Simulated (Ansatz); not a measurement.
# Ge (Cmmm) in Ansatz: a series of runs

The runs below take Ge through single point, with PBE.

Everything below comes from runs of Ansatz 0.2.0. Logs are shortened: lines on timing, memory, paths and dates and some standing lists are left out, and cuts for length are marked.

## (1) The crystal as given

The structure is orthorhombic, space group Cmmm (No. 65). The conventional cell has a = 2.794 Å, b = 5.201 Å, c = 2.698 Å, α = 90.00°, β = 90.00°, γ = 90.00°. Ge (site symmetry mmm) is surrounded by 8 Ge at 2.70 to 2.95 Å.

This isn't the form of Ge at room conditions, which is diamond.

## (2) Single point, PBE

Contents of input.yaml:

```yaml
crystal:
  lattice:
    - [1.397149, -2.600516, 0.0]
    - [1.397149, 2.600516, 0.0]
    - [0.0, 0.0, 2.698231]
  atoms:
    - { symbol: Ge, position: [0.5, 0.5, 0.0] }
hamiltonian:
  xc: pbe
  pseudopotentials: { kind: paw }
kpoints:
  mp_grid: { grid: [11, 11, 10] }
scf:
  occupations: { method: gaussian, width: 0.023 }
output:
  forces: true
  stress: true
  eigenvalues: true
  write_density: true
  write_potential: true
  elf: true
  volumetric_format: npy
```

Potentials or basis: Ansatz PAW.

On the command line:

```console
ansatz run input.yaml --threads 2 --pin off --max-ram 5632MiB --backend cpu --events-out ev --progress --plain --runs-dir out
```

What it wrote:

```text
Warning: RAYON_NUM_THREADS=2 ignored (pool sized by the plan → 2); use --threads N
Engine: ansatz 0.2.0, aarch64-unknown-linux-gnu
Pseudopotentials: kind: paw
Pseudopotential: Ge, paw, valence charge 14, recommended cutoff 420 eV (normal), Ge.paw.azcp
Functional definition: PBE
  parameter kappa = 0.804
  parameter beta = 0.06672455060314922
  exchange = pbe_x(kappa = kappa, mu = beta*pi^2/3)
  correlation = pbe_c(beta = beta)
Crystal: 1 atoms, lattice volume = 19.607 Å³
Basis set: ecut = 420 eV, 397 PW (Γ), exchange–correlation on 40×40×40 points (8 copies of the dense FFT grid, shifted against one another)
Bands: 11, of which v1, the nominal top of the filled ones, is band 7 counted from 1 (6 counted from 0)
Symmetry: 8 space group operations
Space group: Cmmm (ITA 65), of the structure as read, at distance tolerance 2.7e-5 Å
k-points: 216 of 1210
Non-local potential: Ge, projectors of the file, l = 0: 2, l = 1: 2, l = 2: 3, l = 3: 1
PAW form: soft (Blöchl's): semilocal exchange-correlation on the pseudo side does not see the compensation charge
PAW one-centre angular grid: Ge, 590 points (default); XC on 64 Gauss nodes
Initial density: superposition of atomic densities (neutral atoms: chi_scale 0, normalization atom), corrected by the library's trained network
Initial wavefunctions: pseudopotential atomic-orbital guess
Functional: x = pbe(κ = 0.804, μ = 0.2195149727645171), c = pbe(β = 0.06672455060314922)
SCF iter   1: F=—  HF=-4294.733384 eV  |F-HF|=—  |Δ(HF+E_count)|=         —  Δρ=1.18e-3  dr2=3.15e-4  ethr=1.77e-3  ⟨swp⟩=5.9  Hψ=13793  notcnv=0
preconditioner: auto → none  [metal: Δε(μ)=0.013 eV  Ē_g=26.960 eV  σ=0.023 eV  W_gap=0.30  n_scr=8 (ndim 8)  ℏωp=31.4 eV  f_vac=0.000  D(μ)=0.80/eV (n_scr^D=8)  sad-step TF]
SCF iter   2: F=—  HF=-4294.733191 eV  |F-HF|=—  |Δ(HF+E_count)|=   1.93e-4  Δρ=8.31e-4  dr2=1.51e-4  ethr=2.25e-6  ⟨swp⟩=2.3  Hψ=4912  notcnv=0
SCF iter   3: F=—  HF=-4294.733205 eV  |F-HF|=—  |Δ(HF+E_count)|=   1.36e-5  Δρ=3.99e-4  dr2=1.94e-5  ethr=1.08e-6  ⟨swp⟩=2.0  Hψ=3864  notcnv=0
SCF iter   4: F=—  HF=-4294.733162 eV  |F-HF|=—  |Δ(HF+E_count)|=   4.25e-5  Δρ=1.26e-4  dr2=1.72e-6  ethr=1.39e-7  ⟨swp⟩=2.0  Hψ=3808  notcnv=0
SCF iter   5: F=—  HF=-4294.733161 eV  |F-HF|=—  |Δ(HF+E_count)|=   1.17e-6  Δρ=2.42e-5  dr2=8.46e-8  ethr=1.23e-8  ⟨swp⟩=2.0  Hψ=3856  notcnv=0
SCF iter   6: F=-4294.733161 eV  HF=-4294.733161 eV  |F-HF|=5.42e-8  |Δ(HF+E_count)|=   7.67e-8  Δρ=1.24e-5  dr2=2.09e-8  ethr=6.04e-10  ⟨swp⟩=7.5  Hψ=12511  notcnv=0
SCF 1 converged in 6 iterations: F = -4294.733161 eV  dr2 = 2.09e-8
SCF converged after 6 iterations
Free energy (F): -4294.733161 eV
Harris-Foulkes:  -4294.733161 eV  (|F-HF|=5.42e-8)
Internal energy: -4294.732959 eV  (E = F + TS)
E sigma→0 (E₀):  -4294.733060 eV
Entropy (-TS):   -0.000201 eV (-0.201 meV/atom)
Fermi energy:    10.351807 eV
--- Per-component energies (eV) ---
  E_band       = -121.806055
  E_kinetic    = 110.185809
  E_local      = -2188.347927  (includes V_loc(G=0)·N_el)
  E_nonlocal   = 415.944466
  E_hartree    = 956.390906
  E_xc         = -75.418484
  E_vxc        = -64.330544  (∫ρ·V_xc dr)
  E_paw        = -2017.230660  (= ΣΔE_a)
  E_vpaw       = -308.048831  (= ΣTr[D̂ρ^β])
  E_aug_tail   = 0.000315  (compensation charges beyond the density's cutoff)
  E_ewald      = -1496.257385
  E_smearing   = -0.000201  (= −TS)
  E_closure    = 0.000000  (closes the sum)
  Σ components = -4294.733161   (vs F -4294.733161, Δ=0.00e0)
--- Forces (eV/Å), atoms counted from 1 ---
  atom   1  Ge     0.00000000     0.00000000     0.00000000
  max |Σ_I F_I| component: 6.31e-30 eV/Å
--- Stress (GPa, compression-positive) ---
        1.092542       0.000000       0.000000
        0.000000      -2.832548       0.000000
        0.000000       0.000000      -0.207043
  P = ⅓ Tr σ = -0.6490 GPa (-6.490 kbar)
--- Band table (eV; the first three rows and the last of 216) ---
  k-point 0: bands = ["-14.3615", "-14.3085", "-14.2580", "-14.1526", "-14.1324", "-2.4934", "17.0339", "17.5041", "19.0139", "20.4748", "22.8109"]
  k-point 1: bands = ["-14.3428", "-14.3072", "-14.2572", "-14.1591", "-14.1386", "-2.2960", "14.6383", "17.6925", "19.2031", "22.3599", "23.5035"]
  k-point 2: bands = ["-14.3075", "-14.2903", "-14.2550", "-14.1761", "-14.1550", "-1.7074", "11.3610", "18.2356", "19.7478", "23.2093", "25.0714"]
  k-point 215: bands = ["-14.3189", "-14.2830", "-14.2087", "-14.1686", "-14.0819", "5.4116", "7.9884", "8.4094", "13.8633", "18.5130", "23.7538"]
```

Wall time 1.6 s (2 threads of Arm Neoverse V2, shared host); peak memory 0.32 GiB.

What came out:

| Property | Result |
| --- | --- |
| Free energy | -4294.7332 eV |
| Pressure | -0.6 GPa |
| Band gap on the k mesh | none (metal or under the smearing width) |

## (3) Single point, PBE

input.yaml: that of step 2 with these lines changed.

```diff
@@ -13,3 +13,3 @@
 scf:
-  occupations: { method: gaussian, width: 0.023 }
+  occupations: { method: gaussian, width: 0.024 }
 output:
@@ -18,5 +18 @@
   eigenvalues: true
-  write_density: true
-  write_potential: true
-  elf: true
-  volumetric_format: npy
```

Potentials or basis: Ansatz PAW.

On the command line:

```console
ansatz run input.yaml --threads 2 --pin off --max-ram 5632MiB --backend cpu --events-out ev --progress --plain --runs-dir out
```

What it wrote:

```text
Warning: RAYON_NUM_THREADS=2 ignored (pool sized by the plan → 2); use --threads N
[... 8 set-up lines as earlier in the session ...]
Crystal: 1 atoms, lattice volume = 19.607 Å³
Basis set: ecut = 420 eV, 397 PW (Γ), exchange–correlation on 40×40×40 points (8 copies of the dense FFT grid, shifted against one another)
Bands: 11, of which v1, the nominal top of the filled ones, is band 7 counted from 1 (6 counted from 0)
[... 2 set-up lines as earlier in the session ...]
k-points: 216 of 1210
[... 6 set-up lines as earlier in the session ...]
SCF iter   1: F=—  HF=-4294.733394 eV  |F-HF|=—  |Δ(HF+E_count)|=         —  Δρ=1.18e-3  dr2=3.15e-4  ethr=1.77e-3  ⟨swp⟩=5.9  Hψ=13819  notcnv=0
preconditioner: auto → none  [metal: Δε(μ)=0.013 eV  Ē_g=26.960 eV  σ=0.024 eV  W_gap=0.29  n_scr=8 (ndim 8)  ℏωp=31.4 eV  f_vac=0.000  D(μ)=0.78/eV (n_scr^D=8)  sad-step TF]
SCF iter   2: F=—  HF=-4294.733200 eV  |F-HF|=—  |Δ(HF+E_count)|=   1.93e-4  Δρ=8.32e-4  dr2=1.51e-4  ethr=2.25e-6  ⟨swp⟩=2.3  Hψ=4899  notcnv=0
SCF iter   3: F=—  HF=-4294.733214 eV  |F-HF|=—  |Δ(HF+E_count)|=   1.35e-5  Δρ=3.98e-4  dr2=1.95e-5  ethr=1.08e-6  ⟨swp⟩=2.0  Hψ=3859  notcnv=0
SCF iter   4: F=—  HF=-4294.733171 eV  |F-HF|=—  |Δ(HF+E_count)|=   4.29e-5  Δρ=1.27e-4  dr2=1.74e-6  ethr=1.39e-7  ⟨swp⟩=2.0  Hψ=3808  notcnv=0
SCF iter   5: F=—  HF=-4294.733170 eV  |F-HF|=—  |Δ(HF+E_count)|=   1.19e-6  Δρ=2.41e-5  dr2=8.38e-8  ethr=1.24e-8  ⟨swp⟩=2.0  Hψ=3856  notcnv=0
SCF iter   6: F=-4294.733170 eV  HF=-4294.733170 eV  |F-HF|=5.42e-8  |Δ(HF+E_count)|=   7.54e-8  Δρ=1.24e-5  dr2=2.09e-8  ethr=5.99e-10  ⟨swp⟩=4.5  Hψ=7453  notcnv=0
SCF 1 converged in 6 iterations: F = -4294.733170 eV  dr2 = 2.09e-8
SCF converged after 6 iterations
Free energy (F): -4294.733170 eV
Harris-Foulkes:  -4294.733170 eV  (|F-HF|=5.42e-8)
Internal energy: -4294.732955 eV  (E = F + TS)
E sigma→0 (E₀):  -4294.733062 eV
Entropy (-TS):   -0.000215 eV (-0.215 meV/atom)
Fermi energy:    10.351808 eV
--- Per-component energies (eV) ---
  E_band       = -121.805766
  E_kinetic    = 110.185898
  E_local      = -2188.348337  (includes V_loc(G=0)·N_el)
  E_nonlocal   = 415.944524
  E_hartree    = 956.391249
  E_xc         = -75.418507
  E_vxc        = -64.330575  (∫ρ·V_xc dr)
  E_paw        = -2017.230712  (= ΣΔE_a)
  E_vpaw       = -308.048944  (= ΣTr[D̂ρ^β])
  E_aug_tail   = 0.000315  (compensation charges beyond the density's cutoff)
  E_ewald      = -1496.257385
  E_smearing   = -0.000215  (= −TS)
  E_closure    = -0.000000  (closes the sum)
  Σ components = -4294.733170   (vs F -4294.733170, Δ=0.00e0)
--- Forces (eV/Å), atoms counted from 1 ---
  atom   1  Ge     0.00000000     0.00000000     0.00000000
  max |Σ_I F_I| component: 0.00e0 eV/Å
--- Stress (GPa, compression-positive) ---
        1.088931       0.000000       0.000000
        0.000000      -2.832949       0.000000
        0.000000       0.000000      -0.201925
  P = ⅓ Tr σ = -0.6486 GPa (-6.486 kbar)
--- Band table (eV; the first three rows and the last of 216) ---
  k-point 0: bands = ["-14.3614", "-14.3085", "-14.2580", "-14.1526", "-14.1323", "-2.4934", "17.0339", "17.5040", "19.0139", "20.4748", "22.8109"]
  k-point 1: bands = ["-14.3427", "-14.3071", "-14.2572", "-14.1591", "-14.1386", "-2.2960", "14.6383", "17.6925", "19.2031", "22.3599", "23.5036"]
  k-point 2: bands = ["-14.3075", "-14.2902", "-14.2550", "-14.1761", "-14.1549", "-1.7074", "11.3610", "18.2356", "19.7479", "23.2093", "25.0714"]
  k-point 215: bands = ["-14.3188", "-14.2830", "-14.2087", "-14.1686", "-14.0819", "5.4116", "7.9885", "8.4094", "13.8633", "18.5130", "23.7538"]
```

Wall time 1.1 s (2 threads of Arm Neoverse V2, shared host); peak memory 0.32 GiB.

What came out:

* Free energy: -4294.7332 eV
* Pressure: -0.6 GPa
* Band gap on the k mesh: none (metal or under the smearing width)
